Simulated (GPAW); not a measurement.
A calculation with GPAW 26.7.0 of AlRu (ASE script, structure typed inline):

File run.py:

```python
from ase import Atoms
from ase.dft.bandgap import bandgap
from ase.io import write
from ase.units import GPa
from gpaw import GPAW, PW

atoms = Atoms(['Ru', 'Al'],
              cell=[[2.9916, 0.0, 0.0],
                    [0.0, 2.9916, 0.0],
                    [0.0, 0.0, 2.9916]],
              scaled_positions=[[0.5, 0.5, 0.5],
                                [0.0, 0.0, 0.0]],
              pbc=True)

calc = GPAW(mode=PW(600),
            xc='PBE',
            kpts={'size': (9, 9, 9), 'gamma': True},
            occupations={'name': 'fermi-dirac', 'width': 0.05},
            nbands=20,
            convergence={'density': 1e-05, 'energy': 1e-05},
            maxiter=150,
            txt='gpaw.txt')
atoms.calc = calc
energy = atoms.get_potential_energy()
forces = atoms.get_forces()
stress = atoms.get_stress()
calc.write('gs.gpw')
write('result.traj', atoms)
print(f'Energy: {energy:.6f} eV')
print('Forces (eV/A):')
print(forces.round(4))
print('Stress (GPa):', (stress / GPa).round(3))
print('Fermi level:', round(calc.get_fermi_level(), 4), 'eV')
print(f'Gap: {bandgap(calc)[0]:.4f} eV, direct: {bandgap(calc, direct=True)[0]:.4f} eV')
```

Potentials or basis: GPAW PAW data sets (gpaw-data 1.2.1), pw.

Command:

```console
$ OMP_NUM_THREADS=1 python run.py
```

Q: Write the same calculation in another form: native input, structure from a POSCAR.

A: As run:

The input run.py:

```python
from ase.io import read
from gpaw import PW
from gpaw.dft import DFT

atoms = read('POSCAR')

dft = DFT(atoms,
          mode=PW(600),
          xc='PBE',
          kpts={'size': (9, 9, 9), 'gamma': True},
          occupations={'name': 'fermi-dirac', 'width': 0.05},
          nbands=20,
          convergence={'density': 1e-05, 'energy': 1e-05},
          maxiter=150,
          txt='gpaw.txt')
print(f'Energy: {dft.calculate_energy():.6f} eV')
print('Forces (eV/A):')
print(dft.calculate_forces().round(4))
print('Stress (eV/A^3):', dft.calculate_stress().round(6))
dft.write_gpw_file('gs.gpw')
```

The input POSCAR:

```
AlRu
1.0
    2.9916000000      0.0000000000      0.0000000000
    0.0000000000      2.9916000000      0.0000000000
    0.0000000000      0.0000000000      2.9916000000
Ru Al
1 1
Direct
    0.5000000000      0.5000000000      0.5000000000
    0.0000000000      0.0000000000      0.0000000000
```

Potentials or basis: GPAW PAW data sets (gpaw-data 1.2.1), pw.

The run is started by

```sh
$ OMP_NUM_THREADS=1 python run.py
```

Both were run:

|  | ASE script, structure typed inline | native input, structure from a POSCAR |
| --- | --- | --- |
| Pressure | 3.2 GPa | 3.2 GPa |
| Band gap on the k mesh | none (metal or under the smearing width) | none (metal or under the smearing width) |

Keys that steer only the numerical path or the files written may differ.
